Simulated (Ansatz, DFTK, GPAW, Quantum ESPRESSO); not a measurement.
**One calculation of Ir, 5 ways**

```
Ir
1.0
     0.00000    1.91560    1.91560
     1.91560    0.00000    1.91560
     1.91560    1.91560    0.00000
Ir
1
Cartesian
  0.0000 0.0000 0.0000
```

Alike in all runs: task band structure; functional PBE; k mesh 12 × 12 × 12; occupations fermi-dirac, width 0.05 eV; no spin polarisation; no spin-orbit coupling. Pressure is positive in compression and, in plane waves, holds the error of the finite cutoff, which Ansatz's Pulay term estimates and takes out.

| program and potentials | plane-wave cutoff (eV) | notes | pressure (GPa) |
| --- | --- | --- | --- |
| Ansatz, Ansatz PAW | 420 | 17 valence electrons an atom on average; Pulay term of +0.09 GPa included | 11.15 |
| DFTK, SG15 1.2 (PBE) | 952 | 17 valence electrons an atom on average | 10.54 |
| Quantum ESPRESSO, PseudoDojo 0.4.1 SR PBE standard | 925 | 17 valence electrons an atom on average | 10.38 |
| GPAW, GPAW PAW data sets (gpaw-data 1.2.1) | 600 | 15 valence electrons an atom on average | 9.85 |
| Ansatz, all-electron LAPW, scalar-relativistic | - | - | 11.08 |

The pressure spans 9.85 (GPAW, GPAW PAW data sets (gpaw-data 1.2.1)) to 11.15 GPa (Ansatz, Ansatz PAW), with all-electron results at 11.08. The cell lies far from this level's equilibrium.

Differences between rows come from potentials, basis sets and numerical settings, since the functional is the same but for its coding. Runs on potential files found faulty are left out.

All five runs put iridium under compression at this volume, so each would expand the cell on relaxation. The lattice parameter is close to the measured one, and PBE tends to make the late 5d metals slightly too large, which probably accounts for most of the pressure. The size of the pressure reflects stiffness more than a gross misfit in length: the strongly bonding, partly filled 5d band gives iridium one of the highest bulk moduli among the elements, and a small strain costs a large stress. For the same reason, the spread between the runs corresponds to only a small difference in lattice parameter.

Ansatz PAW lies closest to the all-electron value, while the other three runs fall below it. GPAW is lowest and alone keeps 5s in the core, which may contribute, but SG15 and PseudoDojo also fall short with 5s in the valence. Agreement in pressure at one volume doesn't establish agreement in bulk modulus, which needs the slope of pressure with volume.
